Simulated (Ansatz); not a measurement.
# WS2: the cost of one run

Program: Ansatz 0.2.0. Level of theory: DFT PBE+D3(BJ), scalar-relativistic, plane waves, PAW. These are calculated values, not measurements.

## Step 1: The structure to begin with

Symmetry: P-6m2, No. 187, hexagonal system. Conventional cell: a = 3.183 Å, b = 3.183 Å, c = 21.118 Å, α = 90.00°, β = 90.00°, γ = 120.00°. Around S (site symmetry 3m) lie 3 W at 2.41 Å. W (site symmetry -6m2) has 6 S at 2.41 Å as nearest neighbours.

Coordinates:

```cif
data_structure
_symmetry_space_group_name_H-M 'P-6m2'
_symmetry_Int_Tables_number 187
_cell_length_a 3.1832
_cell_length_b 3.1832
_cell_length_c 21.1182
_cell_angle_alpha 90.000
_cell_angle_beta 90.000
_cell_angle_gamma 120.000
_cell_volume 185.32
loop_
_atom_site_label
_atom_site_type_symbol
_atom_site_symmetry_multiplicity
_atom_site_Wyckoff_symbol
_atom_site_fract_x
_atom_site_fract_y
_atom_site_fract_z
_atom_site_occupancy
S1 S 2 h 0.33333 0.66667 0.92618 1
W1 W 1 e 0.66667 0.33333 0.00000 1
```

Free-standing sheet.

## Step 2: Relaxing the sheet and its cell in the plane

Contents of input.yaml:

```yaml
crystal:
  lattice:
    - [3.18320856, 0.0, 0.0]
    - [-1.59160428, 2.75673948, 0.0]
    - [0.0, 0.0, 21.1181715324]
  atoms:
    - { symbol: S, position: [0.33333333, 0.66666666, 0.4261732597] }
    - { symbol: W, position: [0.66666667, 0.33333334, 0.49999475] }
    - { symbol: S, position: [0.33333333, 0.66666666, 0.5738267403] }
basis:
  ecutwfc: 420.0
  fft_grid_basis: typed
kpoints:
  mp_grid: { grid: [12, 12, 1] }
hamiltonian:
  xc: pbe
  dispersion: d3bj
  pseudopotentials: { kind: paw }
scf:
  occupations: { method: gaussian, width: 0.05 }
output:
  forces: true
  eigenvalues: true
  stress: true
efield:
  axis: 3
  dipole_correction: true
  ramp_width: 0.04
relax:
  adjacent_minimum: "off"
  f_tol: 0.02
  max_steps: 60
  cell: { fix: [c, alpha, beta], stress_tol: 0.05 }
```

Command:

```sh
$ ansatz run input.yaml --threads 4 --pin off --max-ram 8847MiB --backend cpu --events-out ev --progress --plain --runs-dir out
```

Q: Estimate wall time and peak memory on 4 threads of Arm Neoverse V2, shared host.

About 7 s, with a peak of 0.46 GiB.
